What the coupling measures

The isotropic hyperfine constant A measures how strongly an unpaired electron couples to a nucleus through the spin density at that nucleus. It enters the energy as A I·S, where I is the nuclear spin and S the electron spin. Here it was computed with a semilocal density functional for an oxygen vacancy of charge +1 in SiO₂, which holds one unpaired electron. The ions were relaxed around the vacancy.

Ansatz 0.2.0, plane waves, PBE, default PAW datasets, scalar-relativistic, spin-polarised; cutoff 420 eV, 3×3×3 k-point mesh. SiO₂ with an O vacancy of charge +1 and one unpaired electron, in a 23-atom supercell with the ions relaxed to forces below 0.03 eV/Å. A is defined by H = A I·S and computed from the contact spin density alone.

```
atom  distance from the defect (Å)  site moment (muB)  mass number  isotropic hyperfine constant (MHz)
 Si6                          1.54               0.03           29                              -222.0
 Si7                          1.62               0.03           29                              -293.3
 O21                          2.34               0.04           17                               -16.3
 O10                          2.45               0.05           17                               -21.3
 O18                          2.50               0.03           17                               -37.5
 O14                          2.56               0.04           17                               -34.3
 O23                          2.57               0.06           17                               -20.2
 O20                          2.69               0.04           17                               -55.0
 O11                          3.44               0.00           17                                -0.4
 Si4                          3.59               0.00           29                                 0.9
 O17                          3.66               0.01           17                                -4.1
 Si2                          3.67               0.00           29                                -0.7
 O19                          3.68               0.00           17                                 0.4
 O16                          3.78               0.01           17                                -2.9
 O22                          3.87               0.01           17                                -1.0
 Si1                          3.94               0.00           29                                -9.4
```

The large couplings are negative because the nuclei ²⁹Si and ¹⁷O have negative magnetic moments, so a negative A means a surplus of the majority spin at the nucleus. The comparisons below use the size of A. Values near 1 MHz or below are too uncertain for their sign or order to be read.

Where the electron sits

Removing a bridging oxygen leaves two silicon atoms facing each other, and in this charge state one electron remains to hold them together. Both silicon neighbours have couplings of hundreds of MHz, so the electron is shared between them. The sharing is uneven: Si7 is slightly farther from the vacancy than Si6, yet its coupling is about 1.3 times as large, and its site moment, before rounding, about 1.2 times. The cell has no symmetry that would make the two sites equal.

This matters in a gate oxide, where a vacancy takes this charge by trapping a hole and spin resonance is a way to recognise it. A centre with its spin mainly on one silicon has a coupling of roughly 1000 MHz, a recalled size, far above either value here. The size of the silicon coupling can therefore tell the two forms of the trap apart. Which form is more stable remains open: semilocal functionals favour sharing, and only one relaxation was made.

A smooth model

Outside the region that binds it, an electron's density falls roughly exponentially with distance. To compare silicon with oxygen, the size of A is first divided by A_s, the coupling that one full valence s electron would give on the free atom. Rough recalled values of A_s are 4600 MHz for silicon and 5300 MHz for oxygen. The ratio f is the equivalent share of an s electron on that atom, and an exponential fall makes its logarithm linear in the distance r:

f = |A| / A_s
ln f = a − b r

The constants a and b were fitted to the eight atoms within 3 Å of the vacancy. Atoms farther out can have a periodic copy of the defect almost as near as the original, so they were predicted instead. The fit gives a = 0.383 and b = 2.204 per Å, a ninefold fall for each ångström.

O20, at 2.69 Å, serves as the worked case, and it was part of the fit:

ln f = 0.383 − 2.204 × 2.69 = −5.55
f = 0.0039
|A| = 0.0039 × 5300 MHz ≈ 21 MHz

The calculation gives 55.0 MHz, about 2.7 times the estimate. O21, the nearest oxygen, misses by a similar factor in the other direction: the model gives about 45 MHz and the calculation 16.3 MHz. These are the two largest breaks among the fitted atoms, and they sit at opposite ends of the same group of oxygens.

Bonds count before distance

The six oxygens between 2.3 and 2.7 Å are the remaining neighbours of the two silicon atoms, three for each. All six are therefore one bond away from an atom that carries the electron. Their distances from the vacancy differ mainly because the Si–O bonds point in different directions. A larger distance within this group does not mean a longer path for the spin.

The numbers agree with this view. If every atom in a shell is simply given the average of its shell, with no distance at all, the typical miss within 3 Å is a factor of 1.4. The exponential, which also has two constants, typically misses by a factor of 1.8. Its steep slope mostly records the step from silicon to oxygen and should not be taken as the decay length of the state.

The shell average still leaves something to explain, since the largest coupling among the six oxygens is 3.4 times the smallest. A fall with distance cannot account for it: the nearest of the six has the smallest coupling and the farthest the largest. The order in between is irregular.

Two ways to carry spin

The site moment gives the clue. It counts the surplus of spin in a region around an atom, whatever the shape of the orbital that holds it. The contact coupling responds only to spin at the nucleus itself. An s orbital has density there, whereas a p orbital has a node and acts only indirectly, by slightly polarising the s electrons of the same atom.

O23 has the largest site moment of the six oxygens, yet its coupling is only 20.2 MHz. O20 has a clearly smaller moment and a much larger coupling. With the unrounded moments of the same run, the ratio of the two couplings splits into two factors, O20 over O23:

ratio of A = ratio of moments × ratio of A per moment
2.7 ≈ 0.56 × 4.9

O20 thus has about half the moment of O23, but each unit of that moment produces nearly five times as much coupling. The moments alone would put the two in the wrong order, and the larger coupling per moment on O20 reverses them. The standard reading is that the spin on O20 has more s character and the spin on O23 is mostly p.

The same tendency runs through the shell. The two oxygens with the smallest moments, O18 and O20, have the two largest couplings. Six atoms are too few to make this a law, but they show that a site moment is no substitute for a hyperfine constant. The moments of all sites also add up to only about a third of the one unpaired electron, because most of its density lies outside the regions that are counted; they are used here only to compare like atoms.

Why the composition may differ

Each of these oxygens bridges two silicon atoms. One of its lone pairs is a pure p orbital standing perpendicular to the Si–O–Si plane, while the orbitals within the plane contain some s character. The unpaired electron occupies silicon orbitals that point along the axis between the two facing silicon atoms. Which oxygen orbital they mix with depends on how the plane of the bridge is turned relative to that axis.

If the axis lies in the plane of the bridge, the spin can enter orbitals with s character, and the nucleus feels it strongly. If the plane is turned away, more of the spin enters the p lone pair, which raises the site moment but contributes little at the nucleus. On this argument O20 would be close to the first case and O23 close to the second. The angles and the s and p shares were not printed, so the assignment is a proposal; measuring the angles in the relaxed structure would be a first test.

For a similar vacancy, the argument suggests counting bonds from the atoms that share the electron, and then looking at how each bridge is turned. Within this nearest shell, the size of an oxygen coupling cannot be converted into a distance from the trap. Where the spin on an atom is mostly p, as it seems to be on O23, extra caution is needed: a larger part of the coupling is expected to come from the indirect polarisation, which semilocal functionals underestimate.

The outlier far from the vacancy

Beyond 3 Å most couplings are a few MHz or less, as a rapid fall demands. Si1 is the clear exception. It is the farthest atom in the table, and the model, which was not fitted to it, predicts about 1 MHz where the calculation gives 9.4 MHz. This eightfold excess is a larger relative break than any among the fitted atoms. Its size leans on a slope that is not a true decay length, but the break shows without the model too: Si2 and Si4 are nearer to the vacancy, and their couplings are below 1 MHz. O11 misses by even more in the other direction, with about 4 MHz predicted and 0.4 MHz calculated, but so small a value is too uncertain for its break to be sized.

The cause of the excess at Si1 is not settled. The nearest copy of the defect is only about 7 Å from the original, so Si1 may receive spin from more than one vacancy. A favourable path through the bonds could also carry spin to it. A larger cell would separate the two: an excess made by the copies should shrink, and one carried by the bonds should remain. Until then the value belongs to this small cell and should not be assigned to an isolated trap.

The printed output below gives the fit and the misses of the atoms outside it.

Printed output of the fit:

```
fit of y on 8 rows (r < 3): constant 0.3826 +/- 1.3, coefficient of r -2.204 +/- 0.55; rms 0.568, worst O21 1.01, leave-one-out rms 0.725
  rows outside the fit (model, value, miss): O11 -7.201, -9.492, 2.29; Si4 -7.531, -8.539, 1.01; O17 -7.686, -7.164, -0.521; Si2 -7.708, -8.79, 1.08; O19 -7.73, -9.492, 1.76; O16 -7.95, -7.511, -0.439; O22 -8.149, -8.575, 0.427; Si1 -8.303, -6.193, -2.11
Fall of the smooth model per angstrom, factor: 9.065
Smooth model for O21, size of A in MHz: 44.69
O21, smooth model over computed size: 2.742
Smooth model for O20, size of A in MHz: 20.66
O20, computed size over smooth model: 2.662
Smooth model for Si1, size of A in MHz: 1.14
Si1, computed size over smooth model: 8.246
Smooth model for O11, size of A in MHz: 3.954
Typical miss of the distance model within 3 angstrom, factor: 1.764
Typical miss of the shell model within 3 angstrom, factor: 1.448
Mean size of A in the six-oxygen shell, MHz: 30.77
Largest over smallest size of A in the six-oxygen shell: 3.374
Rank correlation of distance and size of A, six oxygens: 0.6
Rank correlation of site moment and size of A, six oxygens: -0.7714
O20 over O23, size of A: 2.723
O20 over O23, site moment: 0.558
O20 over O23, size of A per site moment: 4.879
Si7 over Si6, size of A: 1.321
Si7 over Si6, site moment: 1.194
```
